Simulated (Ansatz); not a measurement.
# GaP (F-43m) in Ansatz: single point with PBE

Aim: the single point of GaP with PBE.

Program: Ansatz 0.2.0. These are calculated values, not measurements. Logs are shortened: lines on timing, memory, paths and dates and some standing lists are left out, and cuts for length are marked.

**Measured values to compare with.**

From “Stacking defects in GaP nanowires: Electronic structure and optical properties”, 2018, arxiv:1810.01194, for a bulk crystal of GaP at 10 K: band gap 2.34 eV (indirect).

How close the calculation comes is told below.

### Step 1. The structure

The structure is cubic, space group F-43m (No. 216). The conventional cell has a = 5.451 Å, b = 5.451 Å, c = 5.451 Å, α = 90.00°, β = 90.00°, γ = 90.00°. Around Ga (site symmetry -43m) lie 4 P at 2.36 Å. Around P (site symmetry -43m) lie 4 Ga at 2.36 Å.

### Step 2. Single point, PBE

Contents of input.yaml:

```yaml
crystal:
  lattice:
    - [0.0, 2.72525, 2.72525]
    - [2.72525, 0.0, 2.72525]
    - [2.72525, 2.72525, 0.0]
  atoms:
    - { symbol: Ga, position: [0.0, 0.0, 0.0] }
    - { symbol: P, position: [0.75, 0.75, 0.75] }
kpoints:
  mp_grid: { grid: [8, 8, 8] }
scf:
  occupations: { method: gaussian, width: 0.021 }
hamiltonian:
  xc: pbe
  pseudopotentials: { kind: all_electron, lapw: { basis_error: 0.001 } }
output:
  forces: true
  stress: true
  eigenvalues: true
```

Potentials or basis: all-electron LAPW, scalar-relativistic.

Started as:

```bash
ansatz run input.yaml --threads 1 --pin off --max-ram 3072MiB --backend cpu --events-out ev --progress --plain --runs-dir out
```

Standard output:

```text
Warning: RAYON_NUM_THREADS=1 ignored (pool sized by the plan → 1); use --threads N
LAPW: plane waves up to 8.540 Å⁻¹, error target 1.0e-3 eV per atom; small_component_spin mean_spin; P in spheres of 1.060 Å, 13 of its electrons in bands, Dirac shells []; Ga in spheres of 1.300 Å, 21 of its electrons in bands, Dirac shells [] (how accurate: hamiltonian.pseudopotentials.lapw.basis_error, Limitations)
Engine: ansatz 0.2.0, x86_64-unknown-linux-gnu
Pseudopotentials: kind: all_electron
Pseudopotential: Ga, LAPW, valence charge 21, lapw/all_electron/scalar/gaussian/Ga, Koelling and Harmon's equation, gaussian nucleus
Pseudopotential: P, LAPW, valence charge 13, lapw/all_electron/scalar/gaussian/P, Koelling and Harmon's equation, gaussian nucleus
Functional definition: PBE
  parameter kappa = 0.804
  parameter beta = 0.06672455060314922
  exchange = pbe_x(kappa = kappa, mu = beta*pi^2/3)
  correlation = pbe_c(beta = beta)
Crystal: 2 atoms, lattice volume = 40.481 Å³
Basis set: ecut = 277.8989088076663 eV, 411 PW (Γ), exchange–correlation at level 2
Bands: 21, of which v1, the nominal top of the filled ones, is band 17 counted from 1 (16 counted from 0)
Symmetry: 24 space group operations
Space group: F-43m (ITA 216), of the structure as read, at distance tolerance 3.4e-5 Å
k-points: 29 of 512 (time reversal used)
Non-local potential: Ga, projectors of the file, none
Non-local potential: P, projectors of the file, none
Initial density: superposition of atomic densities (chi_scale 0.1, normalization cell, long waves kept (reshape's long-wave potential 0.00 eV rms))
Initial wavefunctions: plane waves of lowest kinetic energy (no species holds an atomic orbital)
Functional: x = pbe(κ = 0.804, μ = 0.2195149727645171), c = pbe(β = 0.06672455060314922)
iter 1 solved again at ethr=2.47e-3 eV; its pass at ethr=1.00e-1 eV (dr2=8.41e-1 eV) is discarded
SCF iter   1: F=—  HF=-62209.939709 eV  |F-HF|=—  |Δ(HF+E_count)|=         —  Δρ=3.88e-2  dr2=8.42e-1  ethr=2.47e-3  ⟨swp⟩=2.0  Hψ=4154  notcnv=0
preconditioner: auto → none  [insulator: Δε(μ)=2.034 eV  Ē_g=15.010 eV  σ=0.021 eV  W_gap=1.00  n_scr=14 (ndim 8)  ℏωp=24.8 eV  f_vac=0.017  D(μ)=0.00/eV (n_scr^D=0)  ε∞_Penn≈3.7]
iter 2 solved again at ethr=2.36e-4 eV; its pass at ethr=2.47e-3 eV (dr2=8.03e-2 eV) is discarded
SCF iter   2: F=—  HF=-62209.698363 eV  |F-HF|=—  |Δ(HF+E_count)|=   2.41e-1  Δρ=1.53e-2  dr2=8.02e-2  ethr=2.36e-4  ⟨swp⟩=2.0  Hψ=3161  notcnv=0
SCF iter   3: F=—  HF=-62209.676769 eV  |F-HF|=—  |Δ(HF+E_count)|=   2.16e-2  Δρ=7.02e-3  dr2=1.57e-2  ethr=2.36e-4  ⟨swp⟩=2.0  Hψ=1781  notcnv=0
SCF iter   4: F=—  HF=-62209.673586 eV  |F-HF|=—  |Δ(HF+E_count)|=         —  Δρ=1.97e-3  dr2=1.47e-3  ethr=4.62e-5  ⟨swp⟩=2.0  Hψ=1781  notcnv=0
the basis was enlarged: its passes take 254.7 KiB over the memory plan, 1 of 1 planned eigensolver slots
SCF iter   5: F=—  HF=-62209.672920 eV  |F-HF|=—  |Δ(HF+E_count)|=   6.66e-4  Δρ=3.01e-4  dr2=2.43e-5  ethr=4.32e-6  ⟨swp⟩=2.0  Hψ=1692  notcnv=0
SCF iter   6: F=—  HF=-62209.672962 eV  |F-HF|=—  |Δ(HF+E_count)|=   4.16e-5  Δρ=4.72e-5  dr2=6.09e-7  ethr=7.15e-8  ⟨swp⟩=3.0  Hψ=1787  notcnv=0
SCF iter   7: F=-62209.672963 eV  HF=-62209.672963 eV  |F-HF|=1.07e-8  |Δ(HF+E_count)|=   1.48e-6  Δρ=4.42e-6  dr2=1.00e-8  ethr=1.79e-9  ⟨swp⟩=3.0  Hψ=1782  notcnv=0
SCF 1 converged in 7 iterations: F = -62209.672963 eV  dr2 = 1.00e-8
SCF converged after 7 iterations
Free energy (F): -62209.672963 eV
Harris-Foulkes:  -62209.672963 eV  (|F-HF|=1.07e-8)
Internal energy: -62209.672963 eV  (E = F + TS)
E sigma→0 (E₀):  -62209.672963 eV
Fermi energy:    9.351354 eV
--- Per-component energies (eV) ---
  E_band       = -1791.533804
  E_kinetic    = 63284.590880
  E_xc         = -2691.899901
  E_electrostatic = -122802.363942  (all electrons and nuclei)
  E_smearing   = -0.000000  (= −TS)
  E_closure    = 0.000000  (closes the sum)
  E_atoms      = -62200.568823  (free atoms, spherical and without spin; not in F)
  Σ components = -62209.672963   (vs F -62209.672963, Δ=0.00e0)
  Basis errors (estimates in eV, not in F): energy 4.4e-4 per atom: plane waves 4.1e-4 (2.4e-4 summed), levels above the bands 0.0e0, relativity 2.1e-8, radial functions 3.3e-5, core shells 1.7e-11; eigenvalues (radial functions only) 9.0e-7; not estimated: angular momenta, meshes, grids; target (lapw.basis_error) 1.0e-3; muffin-tin radii P 1.060 Å, Ga 1.300 Å
--- Forces (eV/Å), atoms counted from 1 ---
  atom   1  Ga     0.00000000    -0.00000000    -0.00000000
  atom   2  P     -0.00000000     0.00000000    -0.00000000
  max |Σ_I F_I| component: 2.54e-17 eV/Å
--- Stress (GPa, compression-positive) ---
        2.484481      -0.000000       0.000000
       -0.000000       2.484481       0.000000
        0.000000       0.000000       2.484481
  P = ⅓ Tr σ = 2.4845 GPa (24.845 kbar)
--- Band table (eV; the first three rows and the last of 29) ---
  k-point 0: bands = ["-159.2155", "-134.8002", "-109.6904", "-109.6904", "-109.6904", "-85.5317", "-85.5317", "-85.5317", "-5.9960", "-5.9960", "-5.9960", "-5.8970", "-5.8970", "-3.9627", "8.5292", "8.5292", "8.5292", "10.3597", "12.4178", "12.4178", "12.4178"]
  k-point 1: bands = ["-159.2155", "-134.8002", "-109.6904", "-109.6904", "-109.6904", "-85.5317", "-85.5317", "-85.5317", "-6.0100", "-5.9912", "-5.9912", "-5.8970", "-5.8970", "-3.7600", "6.9025", "8.2997", "8.2997", "10.9837", "12.7669", "12.7669", "12.9987"]
  k-point 2: bands = ["-159.2155", "-134.8002", "-109.6904", "-109.6904", "-109.6904", "-85.5317", "-85.5317", "-85.5317", "-6.0406", "-5.9812", "-5.9812", "-5.8957", "-5.8957", "-3.1861", "4.6560", "7.8672", "7.8672", "10.6896", "13.2722", "13.2722", "14.8784"]
  k-point 28: bands = ["-159.2155", "-134.8002", "-109.6904", "-109.6904", "-109.6904", "-85.5317", "-85.5317", "-85.5317", "-6.0958", "-5.9572", "-5.9362", "-5.9120", "-5.8882", "-0.9042", "1.9843", "4.9561", "5.1110", "13.2318", "13.3958", "14.6352", "14.6765"]
```

Run time: 13 s. Hardware: 1 thread of Intel Xeon at 2.50GHz (Skylake/Cascade Lake), shared host; peak memory 0.29 GiB.

Results:

| Property | Result |
| --- | --- |
| Free energy | -62209.6730 eV |
| Pressure | 2.5 GPa |
| Band gap on the k mesh | 1.64 eV, indirect (least direct gap 1.83 eV) |

### Step 3. How close it comes

Step 2. A measured gap of GaP is 2.34 eV (indirect; 10 K; quoted in “Stacking defects in GaP nanowires: Electronic structure and optical properties”, 2018, arxiv:1810.01194); the calculated 1.64 eV misses it by -0.70 eV. Spin-orbit coupling on Ga is left out. The value is that of PBE on a finite k mesh, which can miss the band edges, without temperature or zero-point motion. Semilocal functionals fall short of measured gaps as a rule.
